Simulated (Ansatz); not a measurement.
# In (Im-3m) in Ansatz: further runs

The runs below take In through phonons, elastic constants, with LDA, PBE.

All numbers are computed with Ansatz 0.2.0; they aren't measurements. Logs are shortened: lines on timing, memory, paths and dates and some standing lists are left out, and cuts for length are marked.

### 1 Starting point

It takes space group Im-3m (No. 229, cubic). The conventional cell has a = 3.765 Å, b = 3.765 Å, c = 3.765 Å, α = 90.00°, β = 90.00°, γ = 90.00°. In (site symmetry m-3m) is surrounded by 8 In at 3.26 Å.

This isn't the form of In at room conditions, which is tetragonal.

### 2 Phonons, LDA

input.yaml reads:

```yaml
crystal:
  lattice:
    - [-1.88252524, 1.88252524, 1.88252524]
    - [1.88252524, -1.88252524, 1.88252524]
    - [1.88252524, 1.88252524, -1.88252524]
  atoms:
    - { symbol: In, position: [0.0, 0.0, 0.0] }
hamiltonian:
  xc: lda
  pseudopotentials: { kind: paw }
kpoints:
  mp_grid: { grid: [7, 7, 7] }
scf:
  occupations: { method: fermi_dirac, width: 0.05 }
phonons:
  method: dfpt
```

Potentials or basis: Ansatz PAW.

Launch:

```sh
$ ansatz run input.yaml --threads 2 --pin off --max-ram 5632MiB --backend cpu --events-out ev --progress --plain --runs-dir out
```

Output:

```text
Warning: RAYON_NUM_THREADS=2 ignored (pool sized by the plan → 2); use --threads N
Engine: ansatz 0.2.0, aarch64-unknown-linux-gnu
Pseudopotentials: kind: paw
Pseudopotential: In, paw, valence charge 13, recommended cutoff 420 eV (normal), In.paw.azcp
Functional definition: SPW92
  exchange = slater_x
  correlation = pw_c
Crystal: 1 atoms, lattice volume = 26.686 Å³
Basis set: ecut = 420 eV, 531 PW (Γ), exchange–correlation on 48×48×48 points (8 copies of the dense FFT grid, shifted against one another)
Bands: 11, of which v1, the nominal top of the filled ones, is band 7 counted from 1 (6 counted from 0)
Symmetry: 48 space group operations
k-points: 40 of 343 (irreducible under 8 space group operations, time reversal used)
Non-local potential: In, projectors of the file, l = 0: 2, l = 1: 2, l = 2: 2, l = 3: 2
PAW form: soft (Blöchl's): semilocal exchange-correlation on the pseudo side does not see the compensation charge
PAW frozen core: In, regenerated for the run's functional, and the local potential with it (the file was generated under x = pbe(κ = 0.804, μ = 0.2195149727645171), c = pbe(β = 0.06672455060314922))
PAW one-centre angular grid: In, 590 points (default); XC on 64 Gauss nodes
Initial density: superposition of atomic densities (neutral atoms: chi_scale 0, normalization atom), corrected by the library's trained network
Initial wavefunctions: pseudopotential atomic-orbital guess
Functional: x = slater, c = lda
SCF iter   1: F=—  HF=-5457.114202 eV  |F-HF|=—  |Δ(HF+E_count)|=         —  Δρ=7.18e-3  dr2=7.95e-3  ethr=1.77e-3  ⟨swp⟩=5.8  Hψ=2644  notcnv=0
preconditioner: auto → Kerker (q_TF=auto, 2.420 Å⁻¹)  [metal: Δε(μ)=0.030 eV  Ē_g=19.588 eV  σ=0.050 eV  W_gap=0.15  n_scr=12 (ndim 8)  ℏωp=25.9 eV  f_vac=0.000  D(μ)=1.12/eV (n_scr^D=12)]
SCF iter   2: F=—  HF=-5457.110546 eV  |F-HF|=—  |Δ(HF+E_count)|=   3.66e-3  Δρ=3.01e-3  dr2=1.38e-3  ethr=6.12e-5  ⟨swp⟩=2.9  Hψ=1048  notcnv=0  defer=12
SCF iter   3: F=—  HF=-5457.110075 eV  |F-HF|=—  |Δ(HF+E_count)|=   4.71e-4  Δρ=3.98e-4  dr2=3.52e-5  ethr=1.06e-5  ⟨swp⟩=2.0  Hψ=625  notcnv=0  defer=13
SCF iter   4: F=—  HF=-5457.110080 eV  |F-HF|=—  |Δ(HF+E_count)|=   5.12e-6  Δρ=1.86e-4  dr2=5.33e-6  ethr=2.71e-7  ⟨swp⟩=2.1  Hψ=667  notcnv=0  defer=13
SCF iter   5: F=—  HF=-5457.110075 eV  |F-HF|=—  |Δ(HF+E_count)|=   5.27e-6  Δρ=7.62e-5  dr2=1.17e-6  ethr=4.10e-8  ⟨swp⟩=2.0  Hψ=668  notcnv=0  defer=13
SCF iter   6: F=—  HF=-5457.110074 eV  |F-HF|=—  |Δ(HF+E_count)|=   5.54e-7  Δρ=1.50e-5  dr2=5.53e-8  ethr=9.02e-9  ⟨swp⟩=2.4  Hψ=701  notcnv=0  defer=13
SCF iter   7: F=—  HF=-5457.110074 eV  |F-HF|=—  |Δ(HF+E_count)|=   2.54e-8  Δρ=2.45e-6  dr2=1.46e-9  ethr=4.26e-10  ⟨swp⟩=2.3  Hψ=682  notcnv=0  defer=13
SCF iter   8: F=-5457.110074 eV  HF=-5457.110074 eV  |F-HF|=1.82e-12  |Δ(HF+E_count)|=  7.04e-10  Δρ=1.52e-7  dr2=5.74e-12  ethr=1.00e-12  ⟨swp⟩=5.9  Hψ=2234  notcnv=0
SCF 1 converged in 8 iterations: F = -5457.110074 eV  dr2 = 5.74e-12
DFPT response loops at Γ: preconditioner auto → Kerker (q_TF=auto, 2.420 Å⁻¹) (partly filled bands, converged f_vac=0.000); β = 1.00, the filter's whole step (`scf.mixing.beta` (0.50) is not read by the response loops under this deck's `scf.mixing.preconditioner`; to damp them name `kerker` or `kerker_dos`, under which they read `scf.mixing.beta`, and type it under 1.00, their step now; both keys bind the ground state too); Broyden in place of MSR1
SCF converged after 8 iterations
Free energy (F): -5457.110074 eV
Harris-Foulkes:  -5457.110074 eV  (|F-HF|=1.82e-12)
Internal energy: -5457.102181 eV  (E = F + TS)
E sigma→0 (E₀):  -5457.106128 eV
Entropy (-TS):   -0.007893 eV (-7.893 meV/atom)
Fermi energy:    9.725916 eV
--- Per-component energies (eV) ---
  E_band       = -30.580174
  E_kinetic    = 241.779886
  E_local      = -1090.011297  (includes V_loc(G=0)·N_el)
  E_nonlocal   = 369.135636
  E_hartree    = 424.377930
  E_xc         = -214.036017
  E_vxc        = -101.537128  (∫ρ·V_xc dr)
  E_paw        = -4012.523751  (= ΣΔE_a)
  E_vpaw       = -298.703056  (= ΣTr[D̂ρ^β])
  E_aug_tail   = 0.000025  (compensation charges beyond the density's cutoff)
  E_ewald      = -1176.109129
  E_core_change = 0.284536  (= ΣΔE_core)
  E_smearing   = -0.007893  (= −TS)
  E_closure    = -0.000000  (closes the sum)
  Σ components = -5457.110074   (vs F -5457.110074, Δ=0.00e0)
--- Band table (eV; the first three rows and the last of 40) ---
  k-point 0: bands = ["-4.9471", "-4.9471", "-4.9471", "-4.6779", "-4.6779", "0.1781", "20.3384", "20.3384", "20.3384", "22.6541", "22.6541"]
  k-point 1: bands = ["-4.9675", "-4.9307", "-4.8683", "-4.6981", "-4.6787", "0.6454", "16.8983", "18.7358", "19.4137", "21.1768", "21.4916"]
  k-point 2: bands = ["-5.0129", "-4.9327", "-4.7151", "-4.6857", "-4.6799", "2.0709", "12.0803", "16.6849", "17.8740", "20.2085", "20.3591"]
  k-point 39: bands = ["-5.0290", "-5.0113", "-4.5812", "-4.5812", "-4.5714", "8.3473", "11.1311", "11.1311", "11.7985", "15.1638", "16.5594"]
--- Phonons (Γ-DFPT): 1 representative perturbation + reference, on 40 of 343 k-points (Σ response iterations 3) ---
  k mesh reduced under 8 symmetry operations, with k and −k counted as one. Each operation leaves every solved perturbation unchanged. A smaller set is not used because it would not reduce the number of displacements times k-points to solve
  ASR residual: 4.362e-5 → 0.000e0 eV/Å²; symmetrization residual: 3.679e-20 eV/Å²
  ASR residual per site (eV/Å²): 4.36e-5
  Γ frequencies (cm⁻¹): 0.00 0.00 0.00
  non-analytic LO–TO correction: not included (Born effective charges unavailable; polar crystals: no LO–TO splitting at Γ)
```

second_order_force_constants.tsv:

```text
# format = ansatz-second-order-force-constants/2
# a1_ang = -1.88252524e0 1.88252524e0 1.88252524e0
# a2_ang = 1.88252524e0 -1.88252524e0 1.88252524e0
# a3_ang = 1.88252524e0 1.88252524e0 -1.88252524e0
# n_basis = 1
# site_fields = element frac_a1 frac_a2 frac_a3 mass_amu
# site 0 = In 0e0 0e0 0e0 1.14818e2
# supercell = 1 1 1
# site_rule = site = cell*n_basis + kappa, cell = (t1*n2 + t2)*n3 + t3, with n1 n2 n3 from the supercell key
# method = dfpt
# k_mesh = 7 7 7
# k_mesh_shift = 0 0 0
# occupation_method = fermi_dirac
# smearing_width_ev = 5e-2
# n_rotations = 48
# rotation 0 = -1 0 0 -1 0 1 -1 1 0
# rotation 1 = -1 0 0 -1 1 0 -1 0 1
# rotation 2 = -1 0 0 0 -1 0 0 0 -1
# rotation 3 = -1 0 0 0 0 -1 0 -1 0
# rotation 4 = -1 0 1 -1 0 0 -1 1 0
# rotation 5 = -1 0 1 -1 1 0 -1 0 0
[... 40 lines left out ...]
# rotation 46 = 1 0 0 1 -1 0 1 0 -1
# rotation 47 = 1 0 0 1 0 -1 1 -1 0
# asr_row_sum_pre_ev_ang2 0 = -4.3624528237362625e-5 3.76158192263132e-37 4.388511944126201e-37 3.76158192263132e-37 -4.3624528237362625e-5 7.209699282930708e-37 4.388511944126201e-37 7.209699282930708e-37 -4.3624528237362625e-5
# asr_residual_pre_ev_ang2 = 4.3624528237362625e-5
# asr_residual_post_ev_ang2 = 0e0
# symmetrization_residual_ev_ang2 = 3.679168422373488e-20
# units = eV/Å^2
# kappa	j	t1	t2	t3	kappa_j	phi_xx	phi_xy	phi_xz	phi_yx	phi_yy	phi_yz	phi_zx	phi_zy	phi_zz
0	0	0	0	0	0	0e0	0e0	0e0	0e0	0e0	0e0	0e0	0e0	0e0
```

It took 2.4 s on 2 threads of Arm Neoverse N1, shared host; peak memory 0.32 GiB.

Results:

```yaml
Free_energy: -5457.1101 eV
Band_gap_on_the_k_mesh: none (metal or under the smearing width)
```

Levels at points of the mesh, in eV from the Fermi level:
```csv
k point,band 3,band 4,band 5,band 6,band 7,band 8,band 9,band 10
"(0.00, 0.00, 0.00)",-14.67,-14.40,-14.40,-9.55,10.61,10.61,10.61,12.93
```

Caveat: the PAW data sets come from PBE, with cores solved anew for the run's functional, which leaves a small shift of forces and pressure.

### 3 Elastic constants, LDA

Changes to input.yaml since step 2:

```diff
@@ -14,3 +14,7 @@
   occupations: { method: fermi_dirac, width: 0.05 }
-phonons:
-  method: dfpt
+output:
+  forces: true
+  stress: true
+elastic:
+  mode: clamped_ion
+  stencil: two_point
```

Potentials or basis: Ansatz PAW.

Launch:

```sh
$ ansatz run input.yaml --threads 2 --pin off --max-ram 5632MiB --backend cpu --events-out ev --progress --plain --runs-dir out
```

Run time: 4 s. Hardware: 2 threads of Arm Neoverse N1, shared host; peak memory 0.29 GiB.

The run converged. Its results:

- Free energy: -5457.1101 eV
- Pressure: -2.9 GPa
- Band gap on the k mesh: none (metal or under the smearing width)
- Elastic constants C11, C12, C44: -145, 122, 16 GPa
- Voigt bulk modulus: 33 GPa

Levels at points of the mesh, in eV from the Fermi level:
```csv
k point,band 3,band 4,band 5,band 6,band 7,band 8,band 9,band 10
"(0.00, 0.00, 0.00)",-14.67,-14.40,-14.40,-9.55,10.61,10.61,10.61,12.93
```

Elastic tensor in Voigt notation (GPa, in the Cartesian axes of the cell as first typed):
```
-145  122  122    0    0    0
 122 -145  122    0    0    0
 122  122 -145    0    0    0
   0    0    0   16    0    0
   0    0    0    0   16    0
   0    0    0    0    0   16
```

Caveat: the elastic tensor has a negative eigenvalue, so either the cell is unstable as it stands or the mesh is too thin; the PAW data sets come from PBE, with cores solved anew for the run's functional, which leaves a small shift of forces and pressure.

### 4 Phonons, PBE

Changes to input.yaml since step 3:

```diff
@@ -8,3 +8,3 @@
 hamiltonian:
-  xc: lda
+  xc: pbe
   pseudopotentials: { kind: paw }
@@ -14,7 +14,3 @@
   occupations: { method: fermi_dirac, width: 0.05 }
-output:
-  forces: true
-  stress: true
-elastic:
-  mode: clamped_ion
-  stencil: two_point
+phonons:
+  method: dfpt
```

Potentials or basis: Ansatz PAW.

Launch:

```sh
$ ansatz run input.yaml --threads 2 --pin off --max-ram 5632MiB --backend cpu --events-out ev --progress --plain --runs-dir out
```

Output:

```text
Warning: RAYON_NUM_THREADS=2 ignored (pool sized by the plan → 2); use --threads N
Engine: ansatz 0.2.0, aarch64-unknown-linux-gnu
Pseudopotentials: kind: paw
Pseudopotential: In, paw, valence charge 13, recommended cutoff 420 eV (normal), In.paw.azcp
Functional definition: PBE
  parameter kappa = 0.804
  parameter beta = 0.06672455060314922
  exchange = pbe_x(kappa = kappa, mu = beta*pi^2/3)
  correlation = pbe_c(beta = beta)
Crystal: 1 atoms, lattice volume = 26.686 Å³
Basis set: ecut = 420 eV, 531 PW (Γ), exchange–correlation on 48×48×48 points (8 copies of the dense FFT grid, shifted against one another)
Bands: 11, of which v1, the nominal top of the filled ones, is band 7 counted from 1 (6 counted from 0)
Symmetry: 48 space group operations
k-points: 40 of 343 (irreducible under 8 space group operations, time reversal used)
Non-local potential: In, projectors of the file, l = 0: 2, l = 1: 2, l = 2: 2, l = 3: 2
PAW form: soft (Blöchl's): semilocal exchange-correlation on the pseudo side does not see the compensation charge
PAW one-centre angular grid: In, 590 points (default); XC on 64 Gauss nodes
Initial density: superposition of atomic densities (neutral atoms: chi_scale 0, normalization atom), corrected by the library's trained network
Initial wavefunctions: pseudopotential atomic-orbital guess
Functional: x = pbe(κ = 0.804, μ = 0.2195149727645171), c = pbe(β = 0.06672455060314922)
[... 11 lines left out ...]
DFPT response loops at Γ: preconditioner auto → Kerker (q_TF=auto, 2.420 Å⁻¹) (partly filled bands, converged f_vac=0.000); β = 1.00, the filter's whole step (`scf.mixing.beta` (0.50) is not read by the response loops under this deck's `scf.mixing.preconditioner`; to damp them name `kerker` or `kerker_dos`, under which they read `scf.mixing.beta`, and type it under 1.00, their step now; both keys bind the ground state too); Broyden in place of MSR1
SCF converged after 8 iterations
Free energy (F): -5597.810872 eV
Harris-Foulkes:  -5597.810872 eV  (|F-HF|=0.00e0)
Internal energy: -5597.802720 eV  (E = F + TS)
E sigma→0 (E₀):  -5597.806796 eV
Entropy (-TS):   -0.008152 eV (-8.152 meV/atom)
Fermi energy:    10.107789 eV
--- Per-component energies (eV) ---
  E_band       = -26.710728
  E_kinetic    = 241.208377
  E_local      = -1086.616035  (includes V_loc(G=0)·N_el)
  E_nonlocal   = 366.025004
  E_hartree    = 425.669658
  E_xc         = -216.008097
  E_vxc        = -99.975729  (∫ρ·V_xc dr)
  E_paw        = -4151.972524  (= ΣΔE_a)
  E_vpaw       = -298.691712  (= ΣTr[D̂ρ^β])
  E_aug_tail   = 0.000026  (compensation charges beyond the density's cutoff)
  E_ewald      = -1176.109129
  E_smearing   = -0.008152  (= −TS)
  E_closure    = -0.000000  (closes the sum)
  Σ components = -5597.810872   (vs F -5597.810872, Δ=0.00e0)
--- Band table (eV; the first three rows and the last of 40) ---
  k-point 0: bands = ["-4.6802", "-4.6802", "-4.6802", "-4.4163", "-4.4163", "0.5803", "20.8863", "20.8863", "20.8863", "22.9170", "22.9170"]
  k-point 1: bands = ["-4.7003", "-4.6641", "-4.6027", "-4.4361", "-4.4170", "1.0482", "17.3396", "19.2292", "19.8837", "21.4893", "21.7594"]
  k-point 2: bands = ["-4.7451", "-4.6659", "-4.4527", "-4.4232", "-4.4182", "2.4757", "12.4881", "17.1567", "18.2860", "20.5242", "20.6219"]
  k-point 39: bands = ["-4.7620", "-4.7445", "-4.3206", "-4.3206", "-4.3110", "8.8010", "11.5326", "11.5326", "12.2755", "15.3897", "16.8314"]
--- Phonons (Γ-DFPT): 1 representative perturbation + reference, on 40 of 343 k-points (Σ response iterations 3) ---
  k mesh reduced under 8 symmetry operations, with k and −k counted as one. Each operation leaves every solved perturbation unchanged. A smaller set is not used because it would not reduce the number of displacements times k-points to solve
  ASR residual: 5.042e-6 → 0.000e0 eV/Å²; symmetrization residual: 1.467e-20 eV/Å²
  ASR residual per site (eV/Å²): 5.04e-6
  Γ frequencies (cm⁻¹): 0.00 0.00 0.00
  non-analytic LO–TO correction: not included (Born effective charges unavailable; polar crystals: no LO–TO splitting at Γ)
```

Wall time 2.4 s (2 threads of Arm Neoverse N1, shared host); peak memory 0.33 GiB.

What came out:

| Quantity | Value |
| --- | --- |
| Free energy | -5597.8109 eV |
| Band gap on the k mesh | none (metal or under the smearing width) |

### 5 Overview

```tsv
task	level	atoms under strain	gap on the mesh (eV)
phonons	LDA	-	none
elastic constants	LDA	clamped	none
phonons	PBE	-	none
```

Alike in all rows: potentials or basis Ansatz PAW; no spin polarisation; cell as given; k mesh 7 × 7 × 7; cutoff (eV) 420; smearing fermi-dirac 0.05 eV.

Every run on the cell as given and a fine mesh finds a metal.

Caveats: the PAW data sets come from PBE, with cores solved anew for the run's functional, which leaves a small shift of forces and pressure (some runs); the elastic tensor has a negative eigenvalue, so either the cell is unstable as it stands or the mesh is too thin (some runs).

Total energies depend on the potentials used, so only differences within one code and one set of settings carry meaning.
